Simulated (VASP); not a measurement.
# Pt (Im-3m) in VASP: notebook, part 2 of 2

VASP 6.6.1. Earlier steps stand in the parts before.

### Step 4. Single point, PBE

This run uses another cell than the first one, of 15.94 Å³/atom, 1.006 times its volume.

INCAR reads:

```
PREC     = Accurate       # precision mode
ENCUT    = 520            # plane-wave cutoff, eV
EDIFF    = 1E-6           # SCF threshold, eV
ISMEAR   = 0              # smearing method
SIGMA    = 0.05           # smearing width, eV
LREAL    = F              # projectors in reciprocal space
LASPH    = T              # aspherical terms in the spheres
NELM     = 100            # most SCF steps
ALGO     = Normal         # electronic algorithm
ISIF     = 2              # what is computed and relaxed
LWAVE    = F              # write WAVECAR
LCHARG   = F              # write CHGCAR
GGA      = PE             # functional
NBANDS   = 11             # bands
```

KPOINTS reads:

```
regular mesh
0
Gamma
  8 8 8
```

POSCAR reads:

```
Pt
1.0
   -1.5854895616      1.5854895616      1.5854895616
    1.5854895616     -1.5854895616      1.5854895616
    1.5854895616      1.5854895616     -1.5854895616
Pt
1
Direct
    0.0000000000      0.0000000000      0.0000000000
```

Potentials or basis: VASP PAW PBE potentials, release 64 (Pt).

Run with:

```bash
$ cat potpaw_PBE.64/Pt/POTCAR > POTCAR
$ mpirun -np 1 vasp_std > vasp.out
```

OUTCAR:

```text
PREC = Accurate
   ENCUT = 520
   EDIFF = 1E-6
   ISMEAR = 0
   LREAL = F
   LASPH = T
   NELM = 100
   ISIF = 2
   GGA = PE

 ion  position               nearest neighbor table
   1  0.000  0.000  0.000-

  LATTYP: Found a body centered cubic cell.
 ALAT       =     3.1709791232

  Lattice vectors:

 A1 = (  -1.5854895616,   1.5854895616,   1.5854895616)
 A2 = (   1.5854895616,  -1.5854895616,   1.5854895616)
 A3 = (   1.5854895616,   1.5854895616,  -1.5854895616)

Analysis of symmetry for initial positions (statically):
=====================================================================
 Subroutine PRICEL returns:
 Original cell was already a primitive cell.

 Routine SETGRP: Setting up the symmetry group for a
 body centered cubic supercell.

 Subroutine GETGRP returns: Found 48 space group operations
 (whereof 48 operations were pure point group operations)
 out of a pool of 48 trial point group operations.

The static configuration has the point symmetry O_h .

Analysis of symmetry for dynamics (positions and initial velocities):
=====================================================================
 Subroutine PRICEL returns:
 Original cell was already a primitive cell.

 Routine SETGRP: Setting up the symmetry group for a
 body centered cubic supercell.

 Subroutine GETGRP returns: Found 48 space group operations
 (whereof 48 operations were pure point group operations)
 out of a pool of 48 trial point group operations.

The dynamic configuration has the point symmetry O_h .

 Subroutine INISYM returns: Found 48 space group operations
 (whereof 48 operations are pure point group operations),
 and found     1 'primitive' translations

----------------------------------------------------------------------------------------

                                     Primitive cell

  volume of cell :      15.9423

  direct lattice vectors                    reciprocal lattice vectors
    -1.585489562  1.585489562  1.585489562     0.000000000  0.315360007  0.315360007
     1.585489562 -1.585489562  1.585489562     0.315360007  0.000000000  0.315360007
     1.585489562  1.585489562 -1.585489562     0.315360007  0.315360007  0.000000000

  length of vectors
     2.746148476  2.746148476  2.746148476     0.445986400  0.445986400  0.445986400

  position of ions in fractional coordinates (direct lattice)
     0.000000000  0.000000000  0.000000000

  ion indices of the primitive-cell ions
   primitive index   ion index
                 1           1

----------------------------------------------------------------------------------------

 KPOINTS: regular mesh

Automatic generation of k-mesh.
 Grid dimensions read from file:
 generate k-points for:    8    8    8

 Generating k-lattice:

  Cartesian coordinates                     Fractional coordinates (reciprocal lattice)
     0.000000000  0.039420001  0.039420001     0.125000000  0.000000000  0.000000000
     0.039420001  0.000000000  0.039420001     0.000000000  0.125000000  0.000000000
     0.039420001  0.039420001  0.000000000     0.000000000  0.000000000  0.125000000

  Length of vectors
     0.055748300  0.055748300  0.055748300

  Shift w.r.t. Gamma in fractional coordinates (k-lattice)
     0.000000000  0.000000000  0.000000000

 Subroutine IBZKPT returns following result:
 ===========================================

 Found     29 irreducible k-points:

 Following reciprocal coordinates:
            Coordinates               Weight
  0.000000  0.000000  0.000000      1.000000
  0.125000  0.000000  0.000000     12.000000
  0.250000  0.000000  0.000000     12.000000
  0.375000  0.000000  0.000000     12.000000
  0.500000  0.000000  0.000000      6.000000
  0.125000  0.125000  0.000000     24.000000
[... 16 lines left out ...]
 -0.250000  0.250000  0.250000      6.000000
 -0.375000  0.375000  0.250000     24.000000
 [... further k-points ...]
   k-points           NKPTS =     29   k-points in BZ     NKDIM =     29   number of bands    NBANDS=     11
   number of dos      NEDOS =    301   number of ions     NIONS =      1
   total plane-waves  NPLWV =   8000
   dimension x,y,z NGX =    20 NGY =   20 NGZ =   20
   dimension x,y,z NGXF=    40 NGYF=   40 NGZF=   40
   ions per type =               1
   NGX,Y,Z   is equivalent  to a cutoff of  12.11, 12.11, 12.11 a.u.
   NGXF,Y,Z  is equivalent  to a cutoff of  24.22, 24.22, 24.22 a.u.
 SYSTEM =  unknown system
   PREC   = accura    normal or accurate (medium, high low for compatibility)
   ISTART =      0    job   : 0-new  1-cont  2-samecut
   ICHARG =      2    charge: 1-file 2-atom 10-const
   ISPIN  =      1    spin polarized calculation?
   LNONCOLLINEAR =      F non collinear calculations
   LSORBIT =      F    spin-orbit coupling
   LASPH  =      T    aspherical Exc in radial PAW
   ENCUT  =  520.0 eV  38.22 Ry    6.18 a.u.   5.11  5.11  5.11*2*pi/ulx,y,z
   NELM   =    100;   NELMIN=  2; NELMDL= -5     # of ELM steps
   EDIFF  = 0.1E-05   stopping-criterion for ELM
   LREAL  =      F    real-space projection
   EDIFFG = 0.1E-04   stopping-criterion for IOM
   NSW    =      0    number of steps for IOM
   IBRION =     -1    ionic relax: 0-MD 1-quasi-New 2-CG
   NFREE  =      0    steps in history (QN), initial steepest desc. (CG)
   ISIF   =      2    stress and relaxation
   ISYM   =      2    0-nonsym 1-usesym 2-fastsym
   POTIM  = 0.5000    time-step for ionic-motion
   TEBEG  =    0.0;   TEEND  =   0.0 temperature during run
   PSTRESS=    0.0 pullay stress
   NELECT =      10.0000    total number of electrons
   NUPDOWN=      -1.0000    fix difference up-down
   EMIN   =  10.00;   EMAX   =-10.00  energy-range for DOS
   EFERMI =   0.00;   METHOD = LEGACY
   ISMEAR =     0;   SIGMA  =   0.05  broadening in eV -4-tet -1-fermi 0-gaus
   EFERMI_NEDOS =   21; number of points for ismear=-14 and -15
   IALGO  =     38    algorithm
   IMIX   =      4    mixing-type and parameters
     AMIX     =   0.40;   BMIX     =  1.00
     AMIX_MAG =   1.60;   BMIX_MAG =  1.00
  volume/ion in A,a.u.               =      15.94       107.58
  Fermi-wavevector in a.u.,A,eV,Ry     =   1.401387  2.648238 26.720288  1.963886
  Thomas-Fermi vector in A             =   2.524253
   LORBIT       =      0    0 simple, 1 ext, 2 COOP (PROOUT), +10 PAW based schemes
   GGA     = PE    functional components
   LHFCALC =     F    Hartree Fock is set to
   AEXX    =    0.0000 exact exchange contribution
   IVDW    =     0    specifies the selected vdW correction
   LEPSILON=     F    determine dielectric tensor
   LRPA    =     F    only Hartree local field effects (RPA)
 non-spin polarized calculation
 Gauss-broadening in eV      SIGMA  =   0.05
  energy-cutoff  :      520.00
  volume of cell :       15.94
 maximum number of plane-waves:       456
   NGX = 11   NGY = 11   NGZ = 11

 number of electron      10.0000000 magnetization

 Free energy of the ion-electron system (eV)
  ---------------------------------------------------
  ext. energy  EPLUGINS =         0.00000000
  ---------------------------------------------------
  free energy    TOTEN  =        -5.93429999 eV

  energy without entropy =       -5.92765099  energy(sigma->0) =       -5.93097549

 E-fermi :  10.1158     XC(G=0): -13.1466

 val. band max:       10.0941183778   @ k =  -0.3750   0.3750   0.1250
 cond. band min:      10.1194110154   @ k =  -0.3750   0.5000   0.1250
 fundamental gap:      0.0252926376
 Fermi energy:        10.1157803341

 k-point     1 :       0.0000    0.0000    0.0000
  band No.  band energies     occupation
      1       0.6371      2.00000
      2       6.6322      2.00000
      3       6.6322      2.00000
      4       6.6322      2.00000
      5       9.0789      2.00000
      6       9.0789      2.00000
      7      27.1381      0.00000
      8      27.1381      0.00000
      9      27.1381      0.00000
     10      37.0615      0.00000
     11      37.0622      0.00000
[... 309 lines left out ...]
 k-point    24 :      -0.3750    0.3750    0.2500
  band No.  band energies     occupation
      1       4.9790      2.00000
      2       5.5391      2.00000
      3       7.3582      2.00000
      4       8.0030      2.00000
      5       9.8650      2.00000
      6      11.7319      0.00000
      7      20.7298      0.00000
      8      23.5295      0.00000
      9      25.8113      0.00000
     10      28.8393      0.00000
     11      35.2539      0.00000

 [... further k-points ...]

------------------------ aborting loop because EDIFF is reached ----------------------------------------

  FORCE on cell =-STRESS in cart. coord.  units (eV):
  Direction    XX          YY          ZZ          XY          YZ          ZX
  --------------------------------------------------------------------------------------
  -------------------------------------------------------------------------------------
  Total       -0.0575435     -0.0575435     -0.0575435      0.0000000     -0.0000000      0.0000000
  in kB       -5.7830440     -5.7830440     -5.7830440      0.0000000     -0.0000000      0.0000000
  external PRESSURE =      -5.7830440 kB  Pullay stress =       0.0000000 kB

 VOLUME and BASIS-vectors are now :
 -----------------------------------------------------------------------------
  energy-cutoff  :      520.00
  volume of cell :       15.94
      direct lattice vectors                 reciprocal lattice vectors
    -1.585489562  1.585489562  1.585489562     0.000000000  0.315360007  0.315360007
     1.585489562 -1.585489562  1.585489562     0.315360007  0.000000000  0.315360007
     1.585489562  1.585489562 -1.585489562     0.315360007  0.315360007  0.000000000

 POSITION                                       TOTAL-FORCE (eV/Angst)
 -----------------------------------------------------------------------------------
      0.00000      0.00000      0.00000         0.000000     -0.000000      0.000000
 -----------------------------------------------------------------------------------
    total drift:                                0.000000     -0.000000      0.000000

  FREE ENERGIE OF THE ION-ELECTRON SYSTEM (eV)
  ---------------------------------------------------
  free  energy   TOTEN  =        -5.9342999918 eV

  energy  without entropy=       -5.9276509928  energy(sigma->0) =       -5.93097549
```

Wall time 2.4 s (1 thread of Intel Xeon 6975P-C (Granite Rapids), shared host); peak memory 0.12 GiB.

Results:

```
Free energy            : -5.9343 eV
Pressure               : -0.6 GPa
Band gap on the k mesh : none (metal or under the smearing width)
```
